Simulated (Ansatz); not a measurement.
Method: DFT PBE, scalar-relativistic, plane waves, PAW (Ansatz). All cells share a 420 eV cutoff and Γ-centred k meshes spaced at most about 0.3 Å⁻¹ (about 0.25 or finer for metals, 2π included). No spin polarisation in the final relaxations.

All energies are static (0 K, no zero-point motion).

Compare these two cells of Ge, each relaxed at this level.

A.

```
CELL_PARAMETERS angstrom
1.93891 1.11943 9.39482
-1.93891 1.11943 9.39482
0.00000 -2.23887 9.39482
ATOMIC_POSITIONS crystal
Ge 0.85997 0.85997 0.85997
Ge 0.58161 0.58161 0.58161
Ge 0.30619 0.30619 0.30619
Ge 0.69381 0.69381 0.69381
Ge 0.41839 0.41839 0.41839
Ge 0.14003 0.14003 0.14003
```

B.

```
CELL_PARAMETERS angstrom
8.32185 0.00000 0.00000
-4.16092 7.20693 0.00000
0.00000 0.00000 2.79567
ATOMIC_POSITIONS crystal
Ge 0.33478 0.00000 0.00000
Ge 0.00000 0.33478 0.00000
Ge 0.66522 0.66522 0.00000
Ge 0.66522 0.00000 0.00000
Ge 0.00000 0.66522 0.00000
Ge 0.33478 0.33478 0.00000
Ge 0.33333 0.66667 0.50000
Ge 0.66667 0.33333 0.50000
```

Question: Which form is favoured at zero pressure, and by what margin per atom?

Answer: A is lower, by 64 meV/atom. A has space group R-3m (No. 166), 20.4 Å³/atom and no gap on its mesh; B has space group P6/mmm (No. 191), 21.0 Å³/atom and no gap. Counting all near atoms (those within 1.25 times the shortest such distance or 1.15 times the sum of covalent radii, 1.27 where that leaves under three; a plus sign parts nearer from farther groups; a slash parts the counts of unlike sites), A has Ge 6/6+1 and B has Ge 5+4/2+12. Both come from invented guesses. The part of the Crystallography Open Database at hand lists Ge in space groups No. 64, 96, 227; no cell shown has one of them.

Cells relaxed within their symmetry can be saddle points.
